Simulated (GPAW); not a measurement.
Write an ASE script for GPAW 26.7.0 that does the following.

- Task: relaxation of cell and atoms
- Functional: PBEsol
- Dispersion: D3
- Potentials or basis: PAW data sets generated in the run's folder for this functional
- Cutoff: 800 eV
- Basis: pw
- k mesh: 6 × 6 × 4
- Occupations: fermi-dirac, width 0.05 eV
- Spin: no spin polarisation
- Maxiter: 150
- Optimizer: BFGS
- Fmax: 0.02 eV/Å
- Max steps: 60
- Convergence: density=1e-05 forces=0.0001

Crystal: CuO.

```
Cu O
1.0
     1.99097   -2.15355    0.00000
     1.99097    2.15355    0.00000
     0.00000    0.00000    5.15593
Cu O
2 2
Direct
  0.50000 0.00000 0.00000
  0.00000 0.50000 0.50000
  0.50000 0.50000 0.25000
  0.50000 0.50000 0.75000
```

Measurements of this composition are mostly on another form, of space group No. 15.

One way to write it, as run:

run.py

```python
from ase import Atoms
from ase.calculators.mixing import SumCalculator
from ase.filters import FrechetCellFilter
from ase.io import write
from ase.optimize import BFGS
from dftd3.ase import DFTD3
from gpaw import GPAW, PW, setup_paths

setup_paths.insert(0, '.')

atoms = Atoms(['Cu', 'Cu', 'O', 'O'],
              cell=[[1.990968, -2.15355, 0.0],
                    [1.990968, 2.15355, 0.0],
                    [0.0, 0.0, 5.155928]],
              scaled_positions=[[0.5, 0.0, 0.0],
                                [0.0, 0.5, 0.5],
                                [0.5, 0.5, 0.25],
                                [0.5, 0.5, 0.75]],
              pbc=True)

calc = GPAW(mode=PW(800),
            xc='PBEsol',
            kpts={'size': (6, 6, 4), 'gamma': True},
            occupations={'name': 'fermi-dirac', 'width': 0.05},
            nbands=33,
            convergence={'density': 1e-05, 'forces': 0.0001},
            maxiter=150,
            txt='gpaw.txt')
atoms.calc = SumCalculator([calc, DFTD3(method='pbesol', damping='d3zero')])
opt = BFGS(FrechetCellFilter(atoms), trajectory='relax.traj', logfile='-')
done = opt.run(fmax=0.02, steps=60)
calc.write('gs.gpw')
write('result.traj', atoms)
print('Converged:', done)
print('Cell:', atoms.cell.cellpar().round(4))
print('Volume:', round(atoms.get_volume(), 4))
print(atoms.get_scaled_positions().round(5))
```

Potentials or basis: PAW data sets generated in the run's folder for this functional, pw.

Launch:

```console
$ gpaw-setup -f PBEsol Cu O
$ OMP_NUM_THREADS=1 python run.py
```

It gave:

| Property | Result |
| --- | --- |
| Relaxed volume | 10.64 Å³/atom |
| Relaxed cell | a = 2.873 Å, b = 2.873 Å, c = 5.159 Å, α = 90.00°, β = 90.00°, γ = 89.79° |
| Space group after relaxing (to 0.05 Å) | P4_2/mmc (No. 131) |
| Energy gained by relaxing | 6.8 meV/atom |
| Ionic steps | 17 |
| Pressure after relaxing | 0.1 GPa |
| Band gap on the k mesh | none (metal or under the smearing width) |
| Dispersion energy per atom | -0.181 eV |

Caveat: with this Cu data set, volumes or pressures lay over 1.5 % or 2 GPa off other programs in two to four cells of ten; later steps reuse the first step's grids; the run has no spin polarisation, though such a crystal can be magnetic; semilocal functionals often make such compounds metallic where correlation or magnetic order opens a gap, which also shifts bond lengths; pairwise dispersion overbinds metals, which lowers pressure and volume.

Wall time 9.6 min on 1 thread of Intel(R) Xeon(R) 6975P-C (Granite Rapids), with other jobs on the host, peak memory 0.52 GiB.
